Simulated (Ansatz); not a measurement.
PbSe (Clausthalite), 2 atoms in the cell. The structure is cubic, space group Fm-3m (No. 225). Conventional cell: a = 6.121 Å, b = 6.121 Å, c = 6.121 Å, α = 90.00°, β = 90.00°, γ = 90.00°. Pb (site symmetry m-3m) is surrounded by 6 Se at 3.06 Å. Se (site symmetry m-3m) has 6 Pb at 3.06 Å as nearest neighbours. 

* Program: Ansatz 0.2.0
* Task: single point
* Functional: PBE
* Potentials or basis: all-electron LAPW, scalar-relativistic
* Cutoff: 172 eV (chosen from the basis error)
* Basis error allowed: 0.002 eV/atom
* k mesh: 3 × 3 × 3
* Occupations: fermi-dirac, width 0.02 eV
* Spin: no spin polarisation

Potentials or basis: all-electron LAPW, scalar-relativistic.

Launch:

```bash
$ ansatz run input.yaml --threads 1 --pin off --max-ram 3072MiB --backend cpu --events-out ev --progress --plain --runs-dir out
```

Hardware: 1 thread of Arm Neoverse V1, on a shared host.

Question: Estimate the wall time of this run.

Answer: Wall time 2.1 s on 1 thread of Arm Neoverse V1, with other jobs on the host, peak memory 0.22 GiB. Counts: scf iterations 7, plane waves 283, k points 4, bands 36.
